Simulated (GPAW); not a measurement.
# Ni: relaxation of cell and atoms with PBEsol

Ni:

```xyz
1
Lattice="0.0000 1.7376 1.7376 1.7376 0.0000 1.7376 1.7376 1.7376 0.0000" Properties=species:S:1:pos:R:3 pbc="T T T"
Ni    0.0000    0.0000    0.0000
```

```yaml
Program: GPAW 26.7.0
Task: relaxation of cell and atoms
Functional: PBEsol
Potentials_or_basis: PAW data sets generated in the run's folder for this functional
Cutoff: 600 eV
Basis: pw
k_mesh: 13 × 13 × 13
Occupations: fermi-dirac, width 0.05 eV
Spin: collinear spin, ferromagnetic start
Starting_moments: "[1.0] μB"
Maxiter: 150
Optimizer: BFGS
Fmax: 0.02 eV/Å
Max_steps: 60
Convergence: density=1e-05 forces=0.0001
```

```json
{
 "Relaxed volume": "10.51 Å³/atom",
 "Relaxed cell": "a = 2.459 Å, b = 2.459 Å, c = 2.459 Å, α = 60.00°, β = 60.00°, γ = 60.00°",
 "Space group after relaxing (to 0.05 Å)": "Fm-3m (No. 225)",
 "Energy gained by relaxing": "0.0 meV/atom",
 "Ionic steps": "2",
 "Pressure after relaxing": "0.2 GPa",
 "Band gap on the k mesh": "none (metal or under the smearing width)",
 "Net moment": "0.63 μB per cell",
 "Site moments": "Ni +0.66 μB"
}
```

Final structure:
```
CELL_PARAMETERS angstrom
0.00000 1.73860 1.73860
1.73860 0.00000 1.73860
1.73860 1.73860 0.00000
ATOMIC_POSITIONS crystal
Ni 0.00000 0.00000 0.00000
```

Levels at points of the mesh, in eV from the Fermi level:
Spin up:
```tsv
k point	band 5	band 6	band 7	band 8	band 9	band 10	band 11	band 12
(0.00, 0.00, 0.00)	-2.59	-2.59	-2.59	-1.33	-1.33	23.91	27.78	27.78
```
Spin down:
| k point | band 4 | band 5 | band 6 | band 7 | band 8 | band 9 | band 10 | band 11 | band 12 | band 13 |
| --- | --- | --- | --- | --- | --- | --- | --- | --- | --- | --- |
| (0.00, 0.00, 0.00) | -9.51 | -1.85 | -1.85 | -1.85 | -0.70 | -0.70 | 23.77 | 27.78 | 27.78 | 27.78 |

Wall time 21 s on 1 thread of AMD EPYC 9R45 96-Core Processor (Zen 5), on a shared host, peak memory 0.17 GiB.

Caveat: each step starts from the last one's moments, so a moment once lost doesn't come back; the stock nickel data set gives pressures a few GPa off other programs; later steps reuse the first step's grids.
